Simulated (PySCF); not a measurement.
An unknown shows these calculated signals:

$^{1}$H NMR (300 MHz, computed): δ 6.21 (m, 2H), 6.05 (m, 2H), 2.25 (m, 4H).

$^{13}$C{$^{1}$H} NMR (computed): δ 133.7 (CH), 132.0 (CH), 25.7 (CH2).

[PySCF 2.14: NMR shieldings at PBE0/pcSseg-1/GIAO; GFN2-xTB structure; in vacuum; non-relativistic; fast rotation and ring inversion assumed for equivalent nuclei; a single conformation]

Chemical shifts δ = σref − σ; $^{1}$H (31.72 ppm) and $^{13}$C (186.93 ppm) vs TMS, all at this level.

**Question.** Which of these does the molecule contain: a Si–H bond, an S-methyl group, an OH group, a non-aromatic C=C double bond?

**Answer.** 
- A Si–H bond: no.
- An S-methyl group: no.
- An OH group: no.
- A non-aromatic C=C double bond: yes.

The data belong to 1,3-cyclohexadiene (C1=CCCC=C1, C$_{6}$H$_{8}$); they needn't prove each group on their own.

Carbon signals by region: 2 in the sp2 and nitrile region (100–160 ppm), 1 below 50 ppm.

Shifts are as computed. Against solution values, carbons near 30 ppm lie about +3 ppm off and those near 130 ppm about +5 ppm. Of 1211 compounds with measured shifts, 218 miss one by over three times the rms of a fit or turn the order of signals round; such compounds aren't used in these exercises. No couplings were computed; multiplicities are counted from neighbouring protons, with m where these are inequivalent, close in shift, in a saturated or five-membered ring or joined by F or P, and br s for small geminal =CH2 splittings.
